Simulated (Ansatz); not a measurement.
Free-standing chains of the atoms of Ir, named by their start (strip: triangular double chain, ladder: square double chain); atoms and period are relaxed, and energies count from relaxed bulk Ir (Fm-3m, 14.05 Å³/atom, gap on the mesh 0.00 eV).

Computed with Ansatz, DFT PBEsol, scalar-relativistic, plane waves, PAW.

Cutoff 420 eV, Gaussian smearing of 0.05 eV, energies at zero smearing, symmetry of each start kept, collinear spin where a moment is listed.

| start | atoms | k mesh | excess energy (eV per host atom) | period (Å) | highest filled level or Fermi level under vacuum (eV) | size of the moment (μB per cell) |
| --- | --- | --- | --- | --- | --- | --- |
| linear chain | 1 | 1×1×26 | 4.367 | 2.252 | 5.74 | 0.54 |
| dimerised chain | 2 | 1×1×13 | 4.367 | 4.502 | 5.74 | 1.08 |
| zigzag chain | 2 | 1×1×15 | 3.723 | 3.972 | - | 0.51 |
| ladder chain | 4 | 1×1×13 | 3.132 | 4.751 | - | 1.78 |
| strip chain | 2 | 1×1×25 | 3.405 | 2.429 | - | 0.00 |

Zero in every row: gap on the mesh (eV).

Spin-orbit coupling is left out, which matters for the bands of heavy elements. The program reads another magnetic order as possibly lower.

Each run keeps its start's symmetry and one magnetic start, so lower states can exist. Rows stand on unlike meshes and boxes, so starts that end alike can differ by a few hundredths of an eV per atom.

Cost: 5 runs of about 19 core-minutes in all, on AMD EPYC (Zen 3) (shared hosts).